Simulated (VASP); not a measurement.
Calculation: r2SCAN meta-GGA, VASP's PBE PAW potentials (set 64) (plane waves; VASP).

The input files of a VASP run:

**POSCAR**
```
BaF2
4.4911810
  0.0000000000   0.6931087596   0.7208331100
  0.6931087596   0.0000000000   0.7208331100
  0.6931087596   0.6931087596   0.0000000000
Ba F
1 2
Direct
  0.0000000000   0.0000000000   0.0000000000
  0.2500000000   0.2500000000   0.2500000000
  0.7500000000   0.7500000000   0.7500000000
```

INCAR:
```
SYSTEM = BaF2
PREC = Accurate; ENCUT = 600; LREAL = .FALSE.
LASPH = .TRUE.
EDIFF = 1E-7; NELM = 100; ALGO = Normal
LMAXMIX = 4; LMIXTAU = .TRUE.
ISMEAR = 0; SIGMA = 0.05
METAGGA = R2SCAN
ISIF = 2
LWAVE = .FALSE.; LCHARG = .FALSE.
```

### KPOINTS
```
Regular mesh
0
Gamma
 6 6 6
0 0 0
```

POTCAR, in this order: Ba_sv F (PBE.64 set). Program: vasp_std.

Output

OUTCAR:
```
 ion  position               nearest neighbor table
   1  0.000  0.000  0.000-   3 2.73   2 2.73   3 2.73   2 2.73   3 2.73   3 2.73   2 2.73   2 2.73
  LATTYP: Found a body centered tetragonal cell.
 ALAT       =     4.4022727187
 C/A-ratio  =     1.4707821049
 Subroutine PRICEL returns:
 Original cell was already a primitive cell.
 Subroutine GETGRP returns: Found 16 space group operations
The static configuration has the point symmetry D_4h.
The dynamic configuration has the point symmetry D_4h.
 Subroutine INISYM returns: Found 16 space group operations
 Subroutine IBZKPT returns following result:
 Found     30 irreducible k-points:

 Following reciprocal coordinates:
            Coordinates               Weight
  0.000000  0.000000  0.000000      1.000000
  0.166667  0.000000  0.000000      8.000000
  0.333333  0.000000  0.000000      8.000000
  0.500000  0.000000  0.000000      4.000000
  0.166667  0.166667  0.000000      2.000000
  0.333333  0.166667  0.000000      8.000000
  0.500000  0.166667  0.000000      8.000000
 -0.333333  0.166667  0.000000      8.000000
 -0.166667  0.166667  0.000000      4.000000
...
```

OSZICAR:
```
       N       E                     dE             d eps       ncg     rms          rms(c)
DAV:   1     0.138472945849E+03    0.13847E+03   -0.14614E+04   960   0.160E+03
DAV:   2    -0.468056946077E+02   -0.18528E+03   -0.18292E+03  1248   0.312E+02
DAV:   3    -0.541197154031E+02   -0.73140E+01   -0.73054E+01  1336   0.714E+01
DAV:   4    -0.542013417682E+02   -0.81626E-01   -0.81591E-01  1232   0.692E+00
DAV:   5    -0.542043669675E+02   -0.30252E-02   -0.30252E-02  1392   0.776E-01    0.766E+00
DAV:   6    -0.462769915881E+02    0.79274E+01   -0.43752E+00  1296   0.180E+01    0.329E+00
DAV:   7    -0.445016773615E+02    0.17753E+01   -0.16000E+00  1000   0.135E+01    0.210E+00
DAV:   8    -0.482446347407E+02   -0.37430E+01   -0.10760E+00   984   0.123E+01    0.829E-01
DAV:   9    -0.445959970157E+02    0.36486E+01   -0.58495E-01   960   0.679E+00    0.102E+00
DAV:  10    -0.450048906444E+02   -0.40889E+00   -0.38275E-01   960   0.581E+00    0.274E-01
DAV:  11    -0.449220742600E+02    0.82816E-01   -0.27397E-02   960   0.174E+00    0.159E-01
DAV:  12    -0.450420582070E+02   -0.11998E+00   -0.61864E-02   960   0.284E+00    0.153E-01
DAV:  13    -0.450448930430E+02   -0.28348E-02   -0.24713E-03  1144   0.547E-01    0.630E-02
DAV:  14    -0.450451845962E+02   -0.29155E-03   -0.12479E-03  1160   0.325E-01    0.420E-02
DAV:  15    -0.450456090490E+02   -0.42445E-03   -0.39039E-04  1016   0.250E-01    0.116E-02
DAV:  16    -0.450455534486E+02    0.55600E-04   -0.30612E-05  1072   0.847E-02    0.926E-03
DAV:  17    -0.450457512872E+02   -0.19784E-03   -0.61927E-05   984   0.839E-02    0.570E-03
DAV:  18    -0.450457643649E+02   -0.13078E-04   -0.49174E-06  1192   0.284E-02    0.310E-03
DAV:  19    -0.450457637551E+02    0.60977E-06   -0.13632E-06   976   0.159E-02    0.178E-03
DAV:  20    -0.450457672979E+02   -0.35428E-05   -0.19698E-06   960   0.203E-02    0.163E-03
DAV:  21    -0.450457674140E+02   -0.11612E-06   -0.12239E-07  1128   0.300E-03    0.746E-04
DAV:  22    -0.450457675891E+02   -0.17504E-06   -0.23545E-07   752   0.508E-03    0.200E-04
DAV:  23    -0.450457676134E+02   -0.24335E-07   -0.25761E-08   568   0.144E-03
   1 F= -.45045768E+02 E0= -.45045768E+02  d E =-.307036E-19
```

OUTCAR:
```
------------------------ aborting loop because EDIFF is reached ----------------------------------------
  FORCE on cell =-STRESS in cart. coord.  units (eV):
  Direction    XX          YY          ZZ          XY          YZ          ZX
  --------------------------------------------------------------------------------------
  Total       -0.6176394     -0.6176394     -1.3941864      0.0000000     -0.0000000      0.0000000
  in kB      -15.7723494    -15.7723494    -35.6026433      0.0000000     -0.0000000      0.0000000
  external PRESSURE =     -22.3824474 kB  Pullay stress =       0.0000000 kB
  volume of cell :       62.74
      direct lattice vectors                 reciprocal lattice vectors
     0.000000000  3.112876892  3.237391968    -0.160623120  0.160623120  0.154445308
     3.112876892  0.000000000  3.237391968     0.160623120 -0.160623120  0.154445308
     3.112876892  3.112876892  0.000000000     0.160623120  0.160623120 -0.154445308
 POSITION                                       TOTAL-FORCE (eV/Angst)
 -----------------------------------------------------------------------------------
      0.00000      0.00000      0.00000        -0.000000     -0.000000     -0.000000
      1.55644      1.55644      1.61870        -0.000000     -0.000000      0.000000
      4.66932      4.66932      4.85609         0.000000      0.000000     -0.000000
 -----------------------------------------------------------------------------------
    total drift:                                0.000000      0.000000      0.000000
  FREE ENERGIE OF THE ION-ELECTRON SYSTEM (eV)
  ---------------------------------------------------
  free  energy   TOTEN  =       -45.0457676134 eV

  energy  without entropy=      -45.0457676134  energy(sigma->0) =      -45.04576761
```
(Selected blocks of OUTCAR.)

The compound is BaF2 in the fluorite structure. This cell was strained or had an atom moved on purpose.
